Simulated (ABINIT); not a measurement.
# FeO (Pm-3m) in ABINIT: further runs, part 2 of 3

ABINIT 10.8.3 (patched build). Earlier steps stand in the parts before.

### Step 3. Single point, LDA+U, collinear spin, ferromagnetic start (cell relaxed)

Input file run.abi:

```
# Pseudopotentials
pp_dirpath "./"
pseudos "Fe.LDA_PW-JTH.xml, O.LDA_PW-JTH.xml"

# Structure
acell 2.58978703 2.58978703 2.58978703 Angstrom
rprim
     1.0000000000     0.0000000000     0.0000000000
     0.0000000000     1.0000000000     0.0000000000
     0.0000000000     0.0000000000     1.0000000000
ntypat 2
znucl 26 8
natom 2
typat 1 2
xred
     0.0000000000     0.0000000000     0.0000000000
     0.5000000000     0.5000000000     0.5000000000
chkprim 0
chksymtnons 0
tolsym 1.0e-6

# Plane-wave basis
ecut 26.0
pawecutdg 48.0

# k points
kptopt 1
ngkpt 8 8 8
nshiftk 1
shiftk 0.0 0.0 0.0

# Exchange and correlation
ixc 7

# Bands and occupations
nband 16
occopt 3
tsmear 0.05 eV

# Spin
nsppol 2
spinat
     0.0000000000     0.0000000000     3.0000000000
     0.0000000000     0.0000000000     0.0000000000

# DFT+U
usepawu 1
lpawu 2 -1
upawu 5.0 0.0 eV
jpawu 0.0 0.0 eV

# SCF cycle
nstep 100
tolvrs 1.0e-9

# Output
iomode 3
prtwf 0
prteig 0
prtebands 0
enunit 1
prtden 1
prtvha 1
prtvclmb 1
prtpot 1
```

Potentials or basis: JTH PAW LDA v2.0.

The run is started by

```sh
> abinit run.abi > log 2>&1
```

run.abo:

```text
.Version 10.8.3 of ABINIT
 Symmetries : space group Pm -3 m (#221); Bravais cP (primitive cubic)
================================================================================
 Values of the parameters that define the memory need of the present run
     intxc =       0    ionmov =       0      iscf =      17    lmnmax =      18
     lnmax =       6     mgfft =      24  mpssoang =       3    mqgrid =    3001
     natom =       2  nloc_mem =       2    nspden =       2   nspinor =       1
    nsppol =       2      nsym =      48    n1xccc =       1    ntypat =       2
    occopt =       3   xclevel =       1
       mpw =         752          nfft =       13824          nkpt =          35
 PAW method is used; the additional fine FFT grid is defined by:
   mgfftf=        32    nfftf =     32768
================================================================================
================================================================================

--------------------------------------------------------------------------------
------------- Echo of variables that govern the present computation ------------
--------------------------------------------------------------------------------
 -outvars: echo values of preprocessed input variables --------
            acell      4.8939882111E+00  4.8939882111E+00  4.8939882111E+00 Bohr
              amu      5.58470000E+01  1.59994000E+01
          chkprim           0
      chksymtnons           0
             ecut      2.60000000E+01 Hartree
           enunit           1
              ixc           7
         kptrlatt        8    0    0      0    8    0      0    0    8
          kptrlen      3.91519057E+01
            lpawu           2      -1
            natom           2
            nband          16
            ngfft          24      24      24
          ngfftdg          32      32      32
             nkpt          35
           nspden           2
           nsppol           2
            nstep         100
             nsym          48
           ntypat           2
           occopt           3
        pawecutdg      4.80000000E+01 Hartree
        prtebands           0
           prteig           0
           prtpot           1
         prtvclmb           1
           prtvha           1
            prtwf           0
          spgroup         221
           spinat      0.0000000000E+00  0.0000000000E+00  3.0000000000E+00
                       0.0000000000E+00  0.0000000000E+00  0.0000000000E+00
           tolsym      1.00000000E-06
           tolvrs      1.00000000E-09
           tsmear      1.83746611E-03 Hartree
            typat      1  2
            upawu      1.83746611E-01  0.00000000E+00 Hartree
          usepawu           1
           useylm           1
           xangst      0.0000000000E+00  0.0000000000E+00  0.0000000000E+00
                       1.2948935150E+00  1.2948935150E+00  1.2948935150E+00
            xcart      0.0000000000E+00  0.0000000000E+00  0.0000000000E+00
                       2.4469941056E+00  2.4469941056E+00  2.4469941056E+00
             xred      0.0000000000E+00  0.0000000000E+00  0.0000000000E+00
                       5.0000000000E-01  5.0000000000E-01  5.0000000000E-01
            znucl       26.00000    8.00000

================================================================================

 chkinp: Checking input parameters for consistency.

================================================================================
== DATASET  1 ==================================================================

--- !DatasetInfo
iteration_state: {dtset: 1, }
dimensions: {natom: 2, nkpt: 35, mband: 16, nsppol: 2, nspinor: 1, nspden: 2, mpw: 752, }
cutoff_energies: {ecut:  26.0, pawecutdg:  48.0, }
[... 127 lines left out ...]

 Atom   1. Occ. for lpawu and for spin  1 =   4.71998
 Atom   1. Occ. for lpawu and for spin  2 =   1.05167
 => On atom   1,  local Mag. for lpawu is       -3.668301

 == Occupation matrix for correlated orbitals:

 Occupation matrix for spin  1
     0.95731    0.00000    0.00000    0.00000    0.00000
     0.00000    0.95731    0.00000    0.00000    0.00000
     0.00000    0.00000    0.92402    0.00000    0.00000
     0.00000    0.00000    0.00000    0.95731    0.00000
     0.00000    0.00000    0.00000    0.00000    0.92402

 Occupation matrix for spin  2
     0.06977    0.00000    0.00000    0.00000    0.00000
     0.00000    0.06977    0.00000    0.00000    0.00000
     0.00000    0.00000    0.42118    0.00000    0.00000
     0.00000    0.00000    0.00000    0.06977    0.00000
     0.00000    0.00000    0.00000    0.00000    0.42118

================================================================================

 ----iterations are completed or convergence reached----

 Mean square residual over all n,k,spin=   44.794E-11; max=  41.594E-08
 reduced coordinates (array xred) for    2 atoms
       0.000000000000      0.000000000000      0.000000000000
       0.500000000000      0.500000000000      0.500000000000
 rms dE/dt=  0.0000E+00; max dE/dt=  0.0000E+00; dE/dt below (all hartree)
    1       0.000000000000      0.000000000000      0.000000000000
    2       0.000000000000      0.000000000000      0.000000000000

 cartesian coordinates (angstrom) at end:
    1      0.00000000000000     0.00000000000000     0.00000000000000
    2      1.29489351500000     1.29489351500000     1.29489351500000

 cartesian forces (hartree/bohr) at end:
    1     -0.00000000000000    -0.00000000000000    -0.00000000000000
    2     -0.00000000000000    -0.00000000000000    -0.00000000000000
 frms,max,avg= 0.0000000E+00 0.0000000E+00   0.000E+00  0.000E+00  0.000E+00 h/b

 cartesian forces (eV/Angstrom) at end:
    1     -0.00000000000000    -0.00000000000000    -0.00000000000000
    2     -0.00000000000000    -0.00000000000000    -0.00000000000000
 frms,max,avg= 0.0000000E+00 0.0000000E+00   0.000E+00  0.000E+00  0.000E+00 e/A
 length scales=  4.893988211128  4.893988211128  4.893988211128 bohr
              =  2.589787030000  2.589787030000  2.589787030000 angstroms
 Fermi (or HOMO) energy (eV) =   9.44246   Average Vxc (eV)= -13.19368
 Eigenvalues (   eV  ) for nkpt=  35  k points, SPIN UP:
 kpt#   1, nband= 16, wtk=  0.00195, kpt=  0.0000  0.0000  0.0000 (reduced coord)
 -79.72668  -46.06712  -46.06712  -46.06712  -11.09134    2.53061    2.53061    4.41912
   4.41912    4.41912    6.48041    6.48041    6.48041   10.23374   23.93750   23.93750
 prteigrs : prtvol=0 or 1, do not print more k-points.

 Eigenvalues (   eV  ) for nkpt=  35  k points, SPIN DOWN:
 kpt#   1, nband= 16, wtk=  0.00195, kpt=  0.0000  0.0000  0.0000 (reduced coord)
 -75.60010  -42.05525  -42.05525  -42.05525  -10.58204    7.03972    7.03972    7.03972
   7.26849    7.26849   11.16601   12.61918   12.61918   12.61918   25.80588   25.80588
 prteigrs : prtvol=0 or 1, do not print more k-points.

--- !EnergyTerms
iteration_state     : {dtset: 1, }
comment             : Components of total free energy in Hartree
kinetic             :  1.97300178438378E+01
hartree             :  2.69019996666054E+01
xc                  : -6.25927714446964E+00
Ewald energy        : -1.00374431636329E+02
psp_core            :  6.56420003797809E+00
local_psp           : -7.72003110751471E+01
PAW spherical_terms : -9.93401738996339E+00
internal            : -1.40571819697488E+02
'-kT*entropy'       : -2.00278630220973E-04
total_energy        : -1.40572019976118E+02
total_energy_eV     : -3.82515953094790E+03
...

--- !EnergyTermsDC
iteration_state     : {dtset: 1, }
comment             : '"Double-counting" decomposition of free energy'
band_energy         : -1.40253685326954E+01
Ewald energy        : -1.00374431636329E+02
psp_core            :  6.56420003797809E+00
xc_dc               : -2.49639552321204E+01
PAW spherical_terms : -7.77226380308607E+00
internal            : -1.40571819166253E+02
'-kT*entropy'       : -2.00278630220973E-04
total_energy_dc     : -1.40572019444883E+02
total_energy_dc_eV  : -3.82515951649226E+03
...

--- !EnergyTermsWithPAWCore
iteration_state     : {dtset: 1, }
comment             : 'Components of total free energy, including PAW core contributions'
Total energy        : -1.34524197518534E+03
Total energy DC     : -1.34524197465410E+03
Total energy (eV)   : -3.66058989810746E+04
Total energy DC (eV): -3.66058989666189E+04
...

 Cartesian components of stress tensor (hartree/bohr^3)
  sigma(1 1)=  2.16378249E-05  sigma(3 2)=  0.00000000E+00
  sigma(2 2)=  2.16378249E-05  sigma(3 1)=  0.00000000E+00
  sigma(3 3)=  2.16378249E-05  sigma(2 1)=  0.00000000E+00

-Cartesian components of stress tensor (GPa)         [Pressure= -6.3661E-01 GPa]
- sigma(1 1)=  6.36606788E-01  sigma(3 2)=  0.00000000E+00
- sigma(2 2)=  6.36606788E-01  sigma(3 1)=  0.00000000E+00
- sigma(3 3)=  6.36606788E-01  sigma(2 1)=  0.00000000E+00

== END DATASET(S) ==============================================================
================================================================================

 -outvars: echo values of variables after computation  --------
            acell      4.8939882111E+00  4.8939882111E+00  4.8939882111E+00 Bohr
           etotal     -1.4057201944E+02
            fcart     -0.0000000000E+00 -0.0000000000E+00 -0.0000000000E+00
                      -0.0000000000E+00 -0.0000000000E+00 -0.0000000000E+00
           strten      2.1637824927E-05  2.1637824927E-05  2.1637824927E-05
                       0.0000000000E+00  0.0000000000E+00  0.0000000000E+00
           xangst      0.0000000000E+00  0.0000000000E+00  0.0000000000E+00
                       1.2948935150E+00  1.2948935150E+00  1.2948935150E+00
             xred      0.0000000000E+00  0.0000000000E+00  0.0000000000E+00
                       5.0000000000E-01  5.0000000000E-01  5.0000000000E-01
 Calculation completed.
```

Run time: 33 s. Hardware: 1 thread of Arm Neoverse V1, shared host; peak memory 0.09 GiB.

Results:

- Free energy: -3825.1595 eV
- Pressure: -0.6 GPa
- Band gap on the k mesh: none (metal or under the smearing width)
- Net moment: 4.00 μB per cell
- Site moments: Fe +3.65; O +0.26 μB
- Valence electrons inside the program's atomic spheres: Fe 14.20; O 4.51

Eigenvalues of the final occupation matrices:
| site | spin | trace | eigenvalues |
| --- | --- | --- | --- |
| atom 1 | 1 | 4.72 | 0.92 0.92 0.96 0.96 0.96 |
| atom 1 | 2 | 1.05 | 0.07 0.07 0.07 0.42 0.42 |

Caveat: a cell with one magnetic atom can't hold antiferromagnetic order, which such compounds often take. The state reached can hang on the start; a lower one may exist.

(Continued in part 3 of 3.)
